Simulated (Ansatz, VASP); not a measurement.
AlN in VASP and in Ansatz

Contents of INCAR:

```
  PREC = Accurate
  ENCUT = 520
  EDIFF = 1E-7
  ISMEAR = -1
  SIGMA = 0.02
  LREAL = False
  LASPH = True
  NELM = 100
  ALGO = Normal
  ISIF = 2
  LWAVE = False
  LCHARG = True
  GGA = PE
  LELF = True
  LVHAR = True
  NBANDS = 11
```

The input KPOINTS:

```
regular mesh
0
Gamma
  10 10 10
```

POSCAR

```
AlN
1.0
    0.0000000000      2.0188684697      2.0188684697
    1.9381137309      0.0000000000      2.0188684697
    1.9381137309      2.0188684697      0.0000000000
Al N
1 1
Direct
    0.0000000000      0.0000000000      0.0000000000
    0.5000000000      0.5000000000      0.5000000000
```

Input for Ansatz:

```yaml
crystal:
  lattice:
    - [0.0, 2.0188684697, 2.0188684697]
    - [1.9381137309, 0.0, 2.0188684697]
    - [1.9381137309, 2.0188684697, 0.0]
  atoms:
    - { symbol: Al, position: [0.0, 0.0, 0.0] }
    - { symbol: "N", position: [0.5, 0.5, 0.5] }
kpoints:
  mp_grid: { grid: [10, 10, 10] }
  band_path:
    path:
      - [0.0, 0.0, 0.0]
      - [0.5, 0.0, 0.5]
      - [0.625, 0.25, 0.625]
      - [0.375, 0.375, 0.75]
      - [0.5, 0.5, 0.5]
      - [0.5, 0.25, 0.75]
      - [0.0, 0.5, 0.5]
    npoints: 1
hamiltonian:
  xc: pbe
scf:
  occupations: { method: fermi_dirac, width: 0.02 }
  n_extra_bands: 4
output:
  forces: true
  stress: true
  eigenvalues: true
```

Change from the starting cell: uniaxial_x strain -4.0%.

Alike in both runs: task single point; functional PBE; k mesh 10 × 10 × 10; occupations fermi-dirac, width 0.02 eV; no spin polarisation.

```csv
,VASP,Ansatz
version,VASP 6.6.1,Ansatz 0.2.0
potentials or method,"VASP PAW PBE potentials, release 64 (Al, N)","plane waves, PAW"
plane-wave cutoff (eV),520,420
valence electrons in the cell,8,8
```

```tsv
	VASP	Ansatz	Ansatz less VASP
gap on the k mesh at the Fermi level (eV)	4.72	4.75	+0.027
pressure (GPa)	19.3	19.6	+0.32
largest component of the traceless stress (GPa)	10.85	10.86	+0.010
```

With one functional, cell and mesh, what is left measures potentials, basis and numerics.

Caveats: so large a pressure means that the cell lies far from this level's equilibrium, or that cutoff or potentials fall short (VASP). A k mesh can miss the band edges.
